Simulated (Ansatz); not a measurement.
## Al₃Cu: strain energy, fitted

Al₃Cu, P4/mmm, a = 2.780 Å, c = 7.603 Å. The structure is a Materials Project entry; whether it is the stable form wasn't checked. Ansatz: PBEsol, PAW, 420 eV, Γ-centred 18×18×8 mesh on 4 atoms, Gaussian smearing 0.10 eV; no spin polarisation. Series: biaxial strain in the a-b plane, c and atoms relaxed; x is the strain in per cent. y is the free energy over the unstrained cell, V0 = 14.686 Å³/atom.

| x (%) | y (meV/atom) |
| --- | --- |
| -3.0 | ? |
| -2.0 | 9.21 |
| -1.0 | 2.11 |
| 0.0 | 0.00 |
| 1.0 | 1.88 |
| 2.0 | 7.24 |
| 3.0 | 15.87 |

Problem. Fit y = c2 x² + c3 x³ to the other rows, turn c2 into a modulus, and predict the missing energy.

Solution. Least squares on the rows shown. y = 2.0738 x² − 0.10643 x³. In eV per unit strain² c2 is 20.74; M is the biaxial modulus (E = M V0 ε²): 20.74 × 160.2 / (14.686) = 226 GPa. At x = -3.0 the fit asked for gives 21.54 meV/atom. The run gave 21.45 meV/atom, so the fit is 0.09 meV/atom too high, within the rms miss on the fitted rows (0.11 meV/atom).